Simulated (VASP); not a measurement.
# AgCl (Fm-3m) in VASP: single point with r2SCAN

Aim: the single point of AgCl with r2SCAN.

Program: VASP 6.6.1. These are calculated values, not measurements. Logs are shortened: lines on timing, memory, paths and dates and some standing lists are left out, and cuts for length are marked.

**Experimental background.**

From a printed reference work, data compilation, for a bulk crystal of AgCl: band gap 3.249 eV (indirect).

The results are compared with them further down.

**1. The cell of the first run**

Symmetry: Fm-3m, No. 225, cubic system. Conventional cell: a = 5.546 Å, b = 5.546 Å, c = 5.546 Å, α = 90.00°, β = 90.00°, γ = 90.00°. Ag (site symmetry m-3m) has 6 Cl at 2.77 Å within 3.7 Å. Within 3.7 Å of Cl (site symmetry m-3m) lie 6 Ag at 2.77 Å.

**2. Single point, r2SCAN**

The input, POSCAR:

```
AgCl
1.0
    0.0000000000      2.7731500000      2.7731500000
    2.7731500000      0.0000000000      2.7731500000
    2.7731500000      2.7731500000      0.0000000000
Ag Cl
1 1
Direct
    0.5000000000      0.5000000000      0.5000000000
    0.0000000000      0.0000000000      0.0000000000
```

The input, INCAR.step1:

```
PREC = Accurate
ENCUT = 520
ISMEAR = 0
SIGMA = 0.05
LREAL = F
LASPH = T
NELM = 60
NBANDS = 16
GGA = PE
ALGO = Normal
EDIFF = 1E-4
LWAVE = T
LCHARG = F
```

The input, INCAR.step2:

```
PREC = Accurate
ENCUT = 520
EDIFF = 1E-6
ISMEAR = 0
SIGMA = 0.05
LREAL = F
LASPH = T
NELM = 60
ALGO = Normal
ISIF = 2
LWAVE = F
LCHARG = F
METAGGA = R2SCAN
LMIXTAU = T
NBANDS = 16
ISTART = 1
```

The input, KPOINTS:

```
Automatic mesh
0
Gamma
  8 8 8
```

Potentials or basis: VASP PAW PBE potentials, release 64 (Ag, Cl).

Started as:

```bash
> cat potpaw_PBE.64/Ag/POTCAR potpaw_PBE.64/Cl/POTCAR > POTCAR
> cp INCAR.step1 INCAR
> mpirun -np 1 vasp_std > vasp.out
> cp INCAR.step2 INCAR
> mpirun -np 1 vasp_std > vasp.out
```

OUTCAR:

```text
PREC = Accurate
   ENCUT = 520
   EDIFF = 1E-6
   ISMEAR = 0
   LREAL = F
   LASPH = T
   NELM = 60
   ISIF = 2
   METAGGA = R2SCAN
   ISTART = 1

 ion  position               nearest neighbor table
   1  0.500  0.500  0.500-   2 2.77   2 2.77   2 2.77   2 2.77   2 2.77   2 2.77
   2  0.000  0.000  0.000-   1 2.77   1 2.77   1 2.77   1 2.77   1 2.77   1 2.77

  LATTYP: Found a face centered cubic cell.
 ALAT       =     5.5463000000

  Lattice vectors:

 A1 = (   0.0000000000,   2.7731500000,   2.7731500000)
 A2 = (   2.7731500000,   0.0000000000,   2.7731500000)
 A3 = (   2.7731500000,   2.7731500000,   0.0000000000)

Analysis of symmetry for initial positions (statically):
=====================================================================
 Subroutine PRICEL returns:
 Original cell was already a primitive cell.

 Routine SETGRP: Setting up the symmetry group for a
 face centered cubic supercell.

 Subroutine GETGRP returns: Found 48 space group operations
 (whereof 48 operations were pure point group operations)
 out of a pool of 48 trial point group operations.

The static configuration has the point symmetry O_h .

Analysis of symmetry for dynamics (positions and initial velocities):
=====================================================================
 Subroutine PRICEL returns:
 Original cell was already a primitive cell.

 Routine SETGRP: Setting up the symmetry group for a
 face centered cubic supercell.

 Subroutine GETGRP returns: Found 48 space group operations
 (whereof 48 operations were pure point group operations)
 out of a pool of 48 trial point group operations.

The dynamic configuration has the point symmetry O_h .

 Subroutine INISYM returns: Found 48 space group operations
 (whereof 48 operations are pure point group operations),
 and found     1 'primitive' translations

----------------------------------------------------------------------------------------

                                     Primitive cell

  volume of cell :      42.6530

  direct lattice vectors                    reciprocal lattice vectors
     0.000000000  2.773150000  2.773150000    -0.180300380  0.180300380  0.180300380
     2.773150000  0.000000000  2.773150000     0.180300380 -0.180300380  0.180300380
     2.773150000  2.773150000  0.000000000     0.180300380  0.180300380 -0.180300380

  length of vectors
     3.921826340  3.921826340  3.921826340     0.312289420  0.312289420  0.312289420

  position of ions in fractional coordinates (direct lattice)
     0.500000000  0.500000000  0.500000000
     0.000000000  0.000000000  0.000000000

  ion indices of the primitive-cell ions
   primitive index   ion index
                 1           1
                 2           2

----------------------------------------------------------------------------------------

 KPOINTS: Automatic mesh

Automatic generation of k-mesh.
 Grid dimensions read from file:
 generate k-points for:    8    8    8

 Generating k-lattice:

  Cartesian coordinates                     Fractional coordinates (reciprocal lattice)
    -0.022537548  0.022537548  0.022537548     0.125000000  0.000000000  0.000000000
     0.022537548 -0.022537548  0.022537548     0.000000000  0.125000000  0.000000000
     0.022537548  0.022537548 -0.022537548     0.000000000  0.000000000  0.125000000

  Length of vectors
     0.039036177  0.039036177  0.039036177

  Shift w.r.t. Gamma in fractional coordinates (k-lattice)
     0.000000000  0.000000000  0.000000000

 Subroutine IBZKPT returns following result:
 ===========================================

 Found     29 irreducible k-points:

 Following reciprocal coordinates:
            Coordinates               Weight
  0.000000  0.000000  0.000000      1.000000
  0.125000  0.000000  0.000000      8.000000
  0.250000  0.000000  0.000000      8.000000
  0.375000  0.000000  0.000000      8.000000
  0.500000  0.000000  0.000000      4.000000
  0.125000  0.125000  0.000000      6.000000
[... 16 lines left out ...]
  0.500000  0.250000  0.125000     48.000000
 -0.375000  0.250000  0.125000     24.000000
 [... further k-points ...]
   k-points           NKPTS =     29   k-points in BZ     NKDIM =     29   number of bands    NBANDS=     16
   number of dos      NEDOS =    301   number of ions     NIONS =      2
   total plane-waves  NPLWV =  27000
   dimension x,y,z NGX =    30 NGY =   30 NGZ =   30
   dimension x,y,z NGXF=    60 NGYF=   60 NGZF=   60
   ions per type =               1   1
   NGX,Y,Z   is equivalent  to a cutoff of  12.72, 12.72, 12.72 a.u.
   NGXF,Y,Z  is equivalent  to a cutoff of  25.43, 25.43, 25.43 a.u.
 SYSTEM =  unknown system
   PREC   = accura    normal or accurate (medium, high low for compatibility)
   ISTART =      1    job   : 0-new  1-cont  2-samecut
   ICHARG =      0    charge: 1-file 2-atom 10-const
   ISPIN  =      1    spin polarized calculation?
   LNONCOLLINEAR =      F non collinear calculations
   LSORBIT =      F    spin-orbit coupling
   LASPH  =      T    aspherical Exc in radial PAW
   ENCUT  =  520.0 eV  38.22 Ry    6.18 a.u.   7.29  7.29  7.29*2*pi/ulx,y,z
   NELM   =     60;   NELMIN=  2; NELMDL=  0     # of ELM steps
   EDIFF  = 0.1E-05   stopping-criterion for ELM
   LREAL  =      F    real-space projection
   EDIFFG = 0.1E-04   stopping-criterion for IOM
   NSW    =      0    number of steps for IOM
   IBRION =     -1    ionic relax: 0-MD 1-quasi-New 2-CG
   NFREE  =      0    steps in history (QN), initial steepest desc. (CG)
   ISIF   =      2    stress and relaxation
   ISYM   =      2    0-nonsym 1-usesym 2-fastsym
   POTIM  = 0.5000    time-step for ionic-motion
   TEBEG  =    0.0;   TEEND  =   0.0 temperature during run
   PSTRESS=    0.0 pullay stress
   NELECT =      18.0000    total number of electrons
   NUPDOWN=      -1.0000    fix difference up-down
   EMIN   =  10.00;   EMAX   =-10.00  energy-range for DOS
   EFERMI =   0.00;   METHOD = LEGACY
   ISMEAR =     0;   SIGMA  =   0.05  broadening in eV -4-tet -1-fermi 0-gaus
   EFERMI_NEDOS =   21; number of points for ismear=-14 and -15
   IALGO  =     38    algorithm
   IMIX   =      4    mixing-type and parameters
     AMIX     =   0.40;   BMIX     =  1.00
     AMIX_MAG =   1.60;   BMIX_MAG =  1.00
  volume/ion in A,a.u.               =      21.33       143.92
  Fermi-wavevector in a.u.,A,eV,Ry     =   1.227955  2.320498 20.515850  1.507872
  Thomas-Fermi vector in A             =   2.362898
   LORBIT       =      0    0 simple, 1 ext, 2 COOP (PROOUT), +10 PAW based schemes
   METAGGA = R2SCAN    functional components
   LHFCALC =     F    Hartree Fock is set to
   AEXX    =    0.0000 exact exchange contribution
   IVDW    =     0    specifies the selected vdW correction
   LEPSILON=     F    determine dielectric tensor
   LRPA    =     F    only Hartree local field effects (RPA)
 non-spin polarized calculation
 Gauss-broadening in eV      SIGMA  =   0.05
  energy-cutoff  :      520.00
  volume of cell :       42.65
 maximum number of plane-waves:      1174
 NGX is ok and might be reduce to    30
   NGX = 15   NGY = 15   NGZ = 15

 number of electron      18.0000005 magnetization

 Free energy of the ion-electron system (eV)
  ---------------------------------------------------
  ext. energy  EPLUGINS =         0.00000000
  ---------------------------------------------------
  free energy    TOTEN  =       -28.64321898 eV

  energy without entropy =      -28.64321898  energy(sigma->0) =      -28.64321898

 E-fermi :   3.7713     XC(G=0): -10.5080

 val. band max:        3.5367418150   @ k =   0.5000   0.0000   0.0000
 cond. band min:       4.9593923059   @ k =   0.0000   0.0000   0.0000
 fundamental gap:      1.4226504908
 Fermi energy:         3.7713256809

 k-point     1 :       0.0000    0.0000    0.0000
  band No.  band energies     occupation
      1     -12.2765      2.00000
      2       1.0919      2.00000
      3       1.0919      2.00000
      4       1.0919      2.00000
      5       1.1047      2.00000
      6       1.1047      2.00000
[... 8 lines left out ...]
     15      17.7501      0.00000
     16      17.7501      0.00000

 k-point     2 :       0.1250    0.0000    0.0000
  band No.  band energies     occupation
      1     -12.2170      2.00000
      2       0.3115      2.00000
      3       0.3695      2.00000
      4       0.3695      2.00000
      5       1.1592      2.00000
      6       1.1592      2.00000
[... 8 lines left out ...]
     15      16.2484      0.00000
     16      16.8917      0.00000

 k-point     3 :       0.2500    0.0000    0.0000
  band No.  band energies     occupation
      1     -12.0676      2.00000
      2      -0.7214      2.00000
      3      -0.2239      2.00000
      4      -0.2239      2.00000
      5       1.2830      2.00000
      6       1.2830      2.00000
[... 8 lines left out ...]
     15      16.4152      0.00000
     16      16.7440      0.00000

 k-point     4 :       0.3750    0.0000    0.0000
  band No.  band energies     occupation
      1     -11.9091      2.00000
      2      -1.5073      2.00000
      3      -0.6021      2.00000
      4      -0.6021      2.00000
      5       1.4115      2.00000
      6       1.4115      2.00000
[... 8 lines left out ...]
     15      17.3106      0.00000
     16      17.3106      0.00000
[... 324 lines left out ...]
 k-point    22 :       0.3750    0.2500    0.1250
  band No.  band energies     occupation
      1     -11.9766      2.00000
      2      -1.1204      2.00000
      3      -0.3107      2.00000
      4       0.0676      2.00000
      5       1.1915      2.00000
      6       1.4039      2.00000
[... 8 lines left out ...]
     15      18.3572      0.00000
     16      19.7031      0.00000

 k-point    23 :       0.5000    0.2500    0.1250
  band No.  band energies     occupation
      1     -11.8637      2.00000
      2      -1.3254      2.00000
      3      -0.6135      2.00000
      4      -0.3473      2.00000
      5       1.3137      2.00000
      6       1.4764      2.00000
[... 8 lines left out ...]
     15      18.6141      0.00000
     16      19.4504      0.00000

 k-point    24 :      -0.3750    0.2500    0.1250
  band No.  band energies     occupation
      1     -11.8157      2.00000
      2      -1.3833      2.00000
      3      -0.6616      2.00000
      4      -0.6173      2.00000
      5       1.4029      2.00000
      6       1.4679      2.00000
[... 8 lines left out ...]
     15      17.7555      0.00000
     16      19.2264      0.00000

 [... further k-points ...]

------------------------ aborting loop because EDIFF is reached ----------------------------------------

  FORCE on cell =-STRESS in cart. coord.  units (eV):
  Direction    XX          YY          ZZ          XY          YZ          ZX
  --------------------------------------------------------------------------------------
  -------------------------------------------------------------------------------------
  Total       -0.0294342     -0.0294342     -0.0294342      0.0000000      0.0000000      0.0000000
  in kB       -1.1056378     -1.1056378     -1.1056378      0.0000000      0.0000000      0.0000000
  external PRESSURE =      -1.1056378 kB  Pullay stress =       0.0000000 kB

 VOLUME and BASIS-vectors are now :
 -----------------------------------------------------------------------------
  energy-cutoff  :      520.00
  volume of cell :       42.65
      direct lattice vectors                 reciprocal lattice vectors
     0.000000000  2.773150000  2.773150000    -0.180300380  0.180300380  0.180300380
     2.773150000  0.000000000  2.773150000     0.180300380 -0.180300380  0.180300380
     2.773150000  2.773150000  0.000000000     0.180300380  0.180300380 -0.180300380

 POSITION                                       TOTAL-FORCE (eV/Angst)
 -----------------------------------------------------------------------------------
      2.77315      2.77315      2.77315         0.000000      0.000000     -0.000000
      0.00000      0.00000      0.00000        -0.000000     -0.000000      0.000000
 -----------------------------------------------------------------------------------
    total drift:                                0.000000      0.000000      0.000000

  FREE ENERGIE OF THE ION-ELECTRON SYSTEM (eV)
  ---------------------------------------------------
  free  energy   TOTEN  =       -28.6432189767 eV

  energy  without entropy=      -28.6432189767  energy(sigma->0) =      -28.64321898
```

Run time: 3.2 min. Hardware: 1 thread of AMD EPYC 7R13, shared host; peak memory 0.15 GiB.

Results:

- Free energy: -28.6432 eV
- Pressure: -0.1 GPa
- Band gap on the k mesh: 1.42 eV, indirect (least direct gap 3.70 eV)

Caveat: the PAW data sets were made with another functional, which shifts forces and pressure a little.

**3. Against experiment**

Step 2. Against the measured gap of AgCl, 3.249 eV (indirect; a printed reference work, data compilation), the calculated 1.42 eV is off by -1.83 eV. So large a miss can be the level of theory's own, or it may mean another phase, state or a wrong row. Spin-orbit coupling on Ag is left out. The value is that of r2SCAN on a finite k mesh, which can miss the band edges, without temperature or zero-point motion.
